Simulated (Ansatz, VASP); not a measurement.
**Ag in VASP and in Ansatz**

```
Ag
1.0
     0.00000    2.04310    2.04310
     2.04310    0.00000    2.04310
     2.04310    2.04310    0.00000
Ag
1
Direct
  0.00000 0.00000 0.00000
```

Alike in both runs: task single point; functional PBE; k mesh 20 × 20 × 20; occupations gaussian, width 0.15 eV; no spin polarisation.

|  | VASP | Ansatz |
| --- | --- | --- |
| version | VASP 6.6.1 | Ansatz 0.2.0 |
| potentials or method | VASP PAW PBE potentials, release 64 (Ag) | scalar-relativistic, plane waves, PAW |
| plane-wave cutoff (eV) | 520 | 420 |
| valence electrons in the cell | 11 | 19 |

|  | VASP | Ansatz | Ansatz less VASP |
| --- | --- | --- | --- |
| gap on the k mesh at the Fermi level (eV) | none | none | - |
| pressure (GPa) | 4.5 | 4.7 | +0.17 |

A gap of «none» marks a metal or a gap that the smearing closes. The two sets of potentials don't hold the same shells in valence.
